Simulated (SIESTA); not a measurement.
Si2W: relaxation of cell and atoms with PBEsol

Crystal: Si2W.

```xyz
3
Lattice="-1.6069 1.6069 3.9150 1.6069 -1.6069 3.9150 1.6069 1.6069 -3.9150" Properties=species:S:1:pos:R:3 pbc="T T T"
W     0.0000    0.0000    0.0000
Si    0.0000    0.0000    5.2092
Si    0.0000    0.0000    2.6207
```

```
Program                : SIESTA 5.4.2
Task                   : relaxation of cell and atoms
Functional             : PBEsol
Potentials or basis    : PseudoDojo 0.4 standard (PBEsol files)
Basis                  : DZP (energy shift 0.003 Ry; two zetas on semicore shells)
Grid cutoff            : 800 Ry
Energy shift           : 0.003 Ry
k mesh                 : 9 × 9 × 9
Occupations            : fermi-dirac, width 0.05 eV
Spin                   : no spin polarisation
optimiser              : Broyden
force tolerance        : 0.01 eV/Å
stress tolerance (GPa) : 0.05
```

* Relaxed volume: 13.43 Å³/atom
* Relaxed cell: a = 4.522 Å, b = 4.522 Å, c = 4.522 Å, α = 138.42°, β = 138.42°, γ = 60.26°
* Space group after relaxing (to 0.05 Å): I4/mmm (No. 139)
* Energy gained by relaxing: 0.2 meV/atom
* Ionic steps: 7
* Pressure after relaxing: 0.0 GPa
* Band gap on the k mesh: none (metal or under the smearing width)

Step by step:
| step | energy change (eV) | largest force (eV/Å) | pressure (GPa) | volume (Å³) |
| --- | --- | --- | --- | --- |
| 1 | 0.0000 | 0.0785 | -0.71 | 40.44 |
| 2 | -0.0004 | 0.0097 | -0.68 | 40.42 |
| 3 | -0.0005 | 0.0089 | -0.59 | 40.40 |
| 4 | -0.0007 | 0.0069 | 0.01 | 40.29 |
| 5 | -0.0007 | 0.0065 | -0.05 | 40.30 |
| 6 | -0.0007 | 0.0010 | 0.05 | 40.28 |
| 7 | -0.0007 | 0.0005 | 0.00 | 40.29 |

Final structure:
```yaml
crystal:
  lattice:
    - [-1.60493, 1.60487, 3.91086]
    - [1.60487, -1.60493, 3.91086]
    - [1.60493, 1.60493, -3.91088]
  atoms:
    - { symbol: W, position: [0.00000, 0.00000, 0.00000] }
    - { symbol: Si, position: [0.66583, 0.66583, 0.99998] }
    - { symbol: Si, position: [0.33417, 0.33417, 0.00002] }
```

Run time: 13 min on 1 thread of Intel(R) Xeon(R) Platinum 8375C CPU @ 2.90GHz (Ice Lake) (shared host), peak memory 0.46 GiB.

Caveat: short orbitals over semicore shells can move pressures by several GPa; the basis of atomic orbitals isn't converged, which shifts pressures, moduli and gaps. Spin-orbit coupling is left out, which matters for the levels of W.
